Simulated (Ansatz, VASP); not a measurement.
**One calculation of Cd2O3, two programs**

```
CELL_PARAMETERS angstrom
3.51379 0.00000 0.00000
-1.75689 3.04303 0.00000
0.00000 0.00000 5.95480
ATOMIC_POSITIONS crystal
Cd 0.33333 0.66667 0.22415
Cd 0.66667 0.33333 0.77585
O 0.00000 0.00000 0.00000
O 0.33333 0.66667 0.64765
O 0.66667 0.33333 0.35235
```

Alike in both runs: functional r2SCAN; k mesh 6 × 6 × 4; occupations gaussian, width 0.1 eV; no spin polarisation.

Ansatz relaxed the structure, and its values are those at the end. VASP's run is a single point on that final structure, the one shown.

|  | VASP | Ansatz |
| --- | --- | --- |
| version | VASP 6.6.1 | Ansatz 0.2.0 |
| potentials or method | VASP PAW PBE potentials, release 64 (Cd, O) | scalar-relativistic, plane waves, PAW |
| plane-wave cutoff (eV) | 520 | 500 |
| valence electrons in the cell | 42 | 58 |

Ansatz gave:

| Quantity | Value |
| --- | --- |
| gap on the k mesh at the Fermi level (eV) | none |
| pressure (GPa) | 0.1 |
| rms of the force components (eV/Å) | 0.001 |

Which values does VASP return?

gap on the k mesh at the Fermi level (eV): none; pressure (GPa): 2.0; rms of the force components (eV/Å): 0.037.

A gap of «none» marks a metal or a gap that the smearing closes. The two sets of potentials don't hold the same shells in valence.

Caveats: the PAW data sets were made with another functional, which shifts forces and pressure a little (VASP).
